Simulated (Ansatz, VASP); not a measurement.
Two plane-wave programs on Si3N4

```
Si N
1.0
     4.13078    0.00000    0.00000
     0.00000    4.13078    0.00000
     0.00000    0.00000    4.13078
Si N
3 4
Direct
  0.00000 0.00000 0.50000
  0.50000 0.00000 0.00000
  0.00000 0.50000 0.00000
  0.23952 0.23952 0.76048
  0.76048 0.76048 0.76048
  0.23952 0.76048 0.23952
  0.76048 0.23952 0.23952
```

The cell was built by a generator and needn't be a form met in nature.

Alike in both runs: task relaxation of cell and atoms; functional RPBE; dispersion D3(BJ); k mesh 7 × 7 × 7; occupations fermi-dirac, width 0.05 eV; no spin polarisation.

|  | VASP | Ansatz |
| --- | --- | --- |
| version | VASP 6.6.1 | Ansatz 0.2.0 |
| potentials or method | VASP PAW PBE potentials, release 64 (Si, N) | Ansatz PAW |
| plane-wave cutoff (eV) | 600 | 420 |
| valence electrons in the cell | 32 | 32 |

```tsv
	VASP	Ansatz	Ansatz less VASP
gap on the k mesh at the Fermi level, each at its own relaxed structure (eV)	2.73	2.74	+0.012
relaxed volume (Å³/atom)	9.33	9.36	+0.029
relaxed cell length with the largest relative difference (Å)	4.028	4.032	+0.0041
energy change over the relaxation (meV/atom)	-37	-34	+3.1
```

Caveats: the PAW data sets were made with another functional, which shifts forces and pressure a little (VASP); an odd mesh through Γ misses points on the zone boundary, where band edges often lie (VASP); odd divisions of the mesh miss points on the zone boundary, where band edges often lie, so the gap on the mesh can be too wide (Ansatz); the plane-wave basis is chosen anew once the cell has moved, so the energies of steps on either side of that aren't comparable (Ansatz); the pressure holds a Pulay correction of +0.5 GPa for the finite cutoff (Ansatz); the PAW data sets come from PBE, with cores solved anew for the run's functional, which leaves a small shift of forces and pressure (Ansatz). A hybrid or GW would open this gap; RPBE tends to underestimate it.
